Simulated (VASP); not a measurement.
A run of VASP 6.6.1 is set up as follows.

The input INCAR:

```
AGGAC = 0.0 ; ALGO = Normal
EDIFF = 1E-7 ; EDIFFG = -0.005
ENCUT = 600 ; GGA = MK
IBRION = 2 ; ISIF = 3
ISMEAR = 1 ; LASPH = True
LCHARG = False ; LREAL = False
LUSE_VDW = True ; LWAVE = False
NELM = 80 ; NSW = 90
PARAM1 = 0.1234 ; PARAM2 = 0.711357
PREC = Accurate ; SIGMA = 0.1
ZAB_VDW = -1.8867
```

KPOINTS

```
k-points
0
Gamma
  12 12 7
```

The input POSCAR:

```
Te2Pt                                   
1.0
    4.0720585614     -0.0000000000      0.0000000000
   -2.0360292807      3.5265061607      0.0000000000
    0.0000000000     -0.0000000000      5.2305522869
  Te              Pt            
     2     1
Direct
     0.3333333300000021    0.6666666699999979    0.2619844588513093
     0.6666666699999979    0.3333333300000021    0.7380155411486907
     0.0000000000000000    0.0000000000000000    0.0000000000000000
```

Potentials or basis: VASP PAW PBE potentials, release 64 (Te, Pt).

The run is started by

```bash
$ cat potpaw_PBE.64/Te/POTCAR potpaw_PBE.64/Pt/POTCAR > POTCAR
$ mpirun -np 1 vasp_std > vasp.out
```

Q: Estimate the band gap on the k mesh.

A: None (metal or under the smearing width).

Final structure:
```
CELL_PARAMETERS angstrom
4.07206 0.00000 0.00000
-2.03603 3.52651 0.00000
0.00000 0.00000 5.23055
ATOMIC_POSITIONS crystal
Te 0.33333 0.66667 0.26198
Te 0.66667 0.33333 0.73802
Pt 0.00000 0.00000 0.00000
```

Caveat: the relaxation stopped at its first step, so nothing moved. The run has no spin-orbit coupling, so splittings on Pt, Te are missing.
